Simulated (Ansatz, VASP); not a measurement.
**One calculation of Sb8H, two programs**

```
Sb H
1.0
     4.30840    0.00000    0.00000
    -2.15420    3.73118    0.00000
     0.00000    0.00000   28.78321
Sb H
8 1
Direct
  0.66667 0.33333 0.27794
  0.00000 0.00000 0.33037
  0.33333 0.66667 0.41374
  0.66667 0.33333 0.46750
  0.00000 0.00000 0.54999
  0.33333 0.66667 0.60406
  0.66667 0.33333 0.69879
  0.00000 0.00000 0.75152
  0.66667 0.33333 0.76404
```

Alike in both runs: functional PBE; k mesh 10 × 10 × 1; occupations gaussian, width 0.05 eV; no spin polarisation.

Ansatz relaxed the structure, and its values are those at the end. VASP's run is a single point on that final structure, the one shown.

|  | VASP | Ansatz |
| --- | --- | --- |
| version | VASP 6.6.1 | Ansatz 0.2.0 |
| potentials or method | VASP PAW PBE potentials, release 64 (Sb, H) | scalar-relativistic, plane waves, PAW |
| plane-wave cutoff (eV) | 520 | 420 |
| valence electrons in the cell | 41 | 121 |

|  | VASP | Ansatz | Ansatz less VASP |
| --- | --- | --- | --- |
| gap on the k mesh at the Fermi level (eV) | none | none | - |
| rms of the force components (eV/Å) | 0.090 | 0.071 | -0.0187 |

A gap of «none» marks a metal or a gap that the smearing closes. The two sets of potentials don't hold the same shells in valence. Ansatz warned: «xc_potential_rough_in_thin_density».

The runs have no spin-orbit coupling, so splittings on Sb are missing.
